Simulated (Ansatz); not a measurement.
# HgS: the cost of one run

Method: DFT LDA, frozen-core PAW, scalar-relativistic unless said, in Ansatz 0.2.0.

2 further runs of the same task are left out: 2 that didn't finish.

**1. The starting structure**

The structure is cubic, space group F-43m (No. 216). The conventional cell has a = 5.852 Å, b = 5.852 Å, c = 5.852 Å, α = 90.00°, β = 90.00°, γ = 90.00°. Hg (site symmetry -43m) is surrounded by 4 S at 2.53 Å. Around S (site symmetry -43m) lie 4 Hg at 2.53 Å.

As a file:

```xyz
2
Lattice="0.0000 2.9259 2.9259 2.9259 0.0000 2.9259 2.9259 2.9259 0.0000" Properties=species:S:1:pos:R:3 pbc="T T T"
Hg    0.0000    0.0000    0.0000
S     4.3888    4.3888    4.3888
```

Cartesian axes are those of the input's lattice vectors. The structure goes back to a database entry.

**2. Cell and atoms relaxed, PAW**

Contents of input.yaml:

```yaml
crystal:
  lattice:
    - [0.0, 2.92585, 2.92585]
    - [2.92585, 0.0, 2.92585]
    - [2.92585, 2.92585, 0.0]
  atoms:
    - { symbol: Hg, position: [0.0, 0.0, 0.0] }
    - { symbol: S, position: [0.75, 0.75, 0.75] }
kpoints:
  mp_grid: { grid: [14, 14, 14] }
scf:
  occupations: { method: fermi_dirac, width: 0.05 }
hamiltonian:
  xc: lda
  pseudopotentials: { kind: paw }
relax:
  f_tol: 0.002
  max_steps: 80
  cell: {}
output:
  forces: true
  stress: true
```

Run with:

```bash
ansatz run input.yaml --threads 1 --pin off --max-ram 1228MiB --backend cpu --events-out ev --progress --plain --runs-dir out
```

What time and memory should one allow on 1 thread of Intel Xeon Platinum 8259CL at 2.50GHz (Skylake/Cascade Lake), shared host?

About 46 s, with a peak of 0.43 GiB.
